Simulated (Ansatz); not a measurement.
# CaF2: the cost of one run

Method: DFT PBE, scalar-relativistic, plane waves, PAW, in Ansatz 0.2.0.

3 further runs of the same task are left out: 3 set aside as unsound or not needed.

## 1. The starting structure

The structure is cubic, space group Fm-3m (No. 225). Conventional cell: a = 5.512 Å, b = 5.512 Å, c = 5.512 Å, α = 90.00°, β = 90.00°, γ = 90.00°. Ca (site symmetry m-3m) has 8 F at 2.39 Å as nearest neighbours. F (site symmetry -43m) has 4 Ca at 2.39 Å as nearest neighbours.

As a file:

```
Ca F
1.0
     0.00000    2.75588    2.75588
     2.75588    0.00000    2.75588
     2.75588    2.75588    0.00000
Ca F
1 2
Direct
  0.00000 0.00000 0.00000
  0.75000 0.75000 0.75000
  0.25000 0.25000 0.25000
```

It goes back to an entry of the Materials Project, which need not be the stable form.

It is the result of an earlier relaxation at this level (volume 13.95 Å³/atom; gap on the mesh: 7.14 eV).

The host's static dielectric tensor, from an earlier linear-response run, has a mean of 8.75.

## 2. The perfect supercell

input.yaml reads:

```yaml
crystal:
  lattice:
    - [8.2676431447, -2.7558810482, 5.5117620964]
    - [-8.2676431447, 2.7558810482, 5.5117620964]
    - [-2.7558810482, -8.2676431447, -5.5117620964]
  atoms:
    - { symbol: Ca, position: [0.4, 0.2, 0.6] }
    - { symbol: Ca, position: [0.75, 0.25, 0.5] }
    - { symbol: Ca, position: [0.1, 0.3, 0.4] }
    - { symbol: Ca, position: [0.45, 0.35, 0.3] }
    - { symbol: Ca, position: [0.9, 0.7, 0.6] }
    - { symbol: Ca, position: [0.8, 0.4, 0.2] }
    - { symbol: Ca, position: [0.25, 0.75, 0.5] }
    - { symbol: Ca, position: [0.15, 0.45, 0.1] }
    - { symbol: Ca, position: [0.05, 0.15, 0.7] }
    - { symbol: Ca, position: [0.6, 0.8, 0.4] }
    - { symbol: Ca, position: [0.5, 0.5, 0.0] }
    - { symbol: Ca, position: [0.95, 0.85, 0.3] }
    - { symbol: Ca, position: [0.85, 0.55, 0.9] }
    - { symbol: Ca, position: [0.3, 0.9, 0.2] }
    - { symbol: Ca, position: [0.2, 0.6, 0.8] }
    - { symbol: Ca, position: [0.65, 0.95, 0.1] }
    - { symbol: Ca, position: [0.55, 0.65, 0.7] }
    - { symbol: Ca, position: [0.0, 0.0, 0.0] }
    - { symbol: Ca, position: [0.35, 0.05, 0.9] }
    - { symbol: Ca, position: [0.7, 0.1, 0.8] }
    - { symbol: F, position: [0.575, 0.975, 0.3] }
    - { symbol: F, position: [0.925, 0.025, 0.2] }
    - { symbol: F, position: [0.275, 0.075, 0.1] }
    - { symbol: F, position: [0.625, 0.125, 0.0] }
    - { symbol: F, position: [0.075, 0.475, 0.3] }
    - { symbol: F, position: [0.975, 0.175, 0.9] }
    - { symbol: F, position: [0.425, 0.525, 0.2] }
    - { symbol: F, position: [0.325, 0.225, 0.8] }
    - { symbol: F, position: [0.225, 0.925, 0.4] }
    - { symbol: F, position: [0.775, 0.575, 0.1] }
    - { symbol: F, position: [0.675, 0.275, 0.7] }
    - { symbol: F, position: [0.125, 0.625, 0.0] }
    - { symbol: F, position: [0.025, 0.325, 0.6] }
    - { symbol: F, position: [0.475, 0.675, 0.9] }
    - { symbol: F, position: [0.375, 0.375, 0.5] }
    - { symbol: F, position: [0.825, 0.725, 0.8] }
    - { symbol: F, position: [0.725, 0.425, 0.4] }
    - { symbol: F, position: [0.175, 0.775, 0.7] }
    - { symbol: F, position: [0.525, 0.825, 0.6] }
    - { symbol: F, position: [0.875, 0.875, 0.5] }
    - { symbol: F, position: [0.425, 0.025, 0.7] }
    - { symbol: F, position: [0.775, 0.075, 0.6] }
    - { symbol: F, position: [0.125, 0.125, 0.5] }
    - { symbol: F, position: [0.475, 0.175, 0.4] }
    - { symbol: F, position: [0.925, 0.525, 0.7] }
    - { symbol: F, position: [0.825, 0.225, 0.3] }
    - { symbol: F, position: [0.275, 0.575, 0.6] }
    - { symbol: F, position: [0.175, 0.275, 0.2] }
    - { symbol: F, position: [0.075, 0.975, 0.8] }
    - { symbol: F, position: [0.625, 0.625, 0.5] }
    - { symbol: F, position: [0.525, 0.325, 0.1] }
    - { symbol: F, position: [0.975, 0.675, 0.4] }
    - { symbol: F, position: [0.875, 0.375, 0.0] }
    - { symbol: F, position: [0.325, 0.725, 0.3] }
    - { symbol: F, position: [0.225, 0.425, 0.9] }
    - { symbol: F, position: [0.675, 0.775, 0.2] }
    - { symbol: F, position: [0.575, 0.475, 0.8] }
    - { symbol: F, position: [0.025, 0.825, 0.1] }
    - { symbol: F, position: [0.375, 0.875, 0.0] }
    - { symbol: F, position: [0.725, 0.925, 0.9] }
basis:
  ecutwfc: 420
  xc_grid: 2
kpoints:
  mp_grid: { grid: [1, 1, 1], shift: [0.0, 0.0, 0.0] }
hamiltonian:
  xc: pbe
scf:
  occupations: { method: gaussian, width: 0.01 }
output:
  forces: true
  stress: true
  eigenvalues: true
```

Command:

```console
ansatz run input.yaml --threads 4 --pin off --max-ram 10240MiB --backend cpu --events-out ev --progress --plain --runs-dir out
```

What time and memory should one allow on 4 threads of Intel Xeon at 2.50GHz (Skylake/Cascade Lake), shared host?

About 11 s, with a peak of 1 GiB.
